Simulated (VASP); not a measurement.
A run of VASP 6.6.1 is set up as follows.

INCAR

```
ALGO = Normal
EDIFF = 1E-7
EDIFFG = -0.005
ENCUT = 600
IBRION = 2
ISIF = 3
ISMEAR = 1
LASPH = True
LCHARG = False
LREAL = False
LWAVE = False
NELM = 80
NSW = 90
PREC = Accurate
SIGMA = 0.1
```

File KPOINTS:

```
k-points
0
Gamma
  14 14 14
```

POSCAR

```
AlNi                                    
1.0
    2.8341860366     -0.0000000000     -0.0000000000
   -0.0000000000      2.8341860366     -0.0000000000
    0.0000000000     -0.0000000000      2.8341860366
  Al              Ni            
     1     1
Direct
     0.0000000000000000    0.0000000000000000    0.0000000000000000
     0.5000000000000000    0.5000000000000000    0.5000000000000000
```

Potentials or basis: VASP PAW LDA potentials, release 64 (Al, Ni).

The run is started by

```sh
$ cat potpaw_LDA.64/Al/POTCAR potpaw_LDA.64/Ni/POTCAR > POTCAR
$ mpirun -np 1 vasp_std > vasp.out
```

Task: Predict the band gap on the k mesh.

Result: None (metal or under the smearing width).

Final structure:
```
Al Ni
1.0
     2.83419    0.00000    0.00000
     0.00000    2.83419    0.00000
     0.00000    0.00000    2.83419
Al Ni
1 1
Direct
  0.00000 0.00000 0.00000
  0.50000 0.50000 0.50000
```

Caveat: the relaxation stopped at its first step, so nothing moved. Spin polarisation is off, so any magnetic state and its effect on volume and gap are missing.
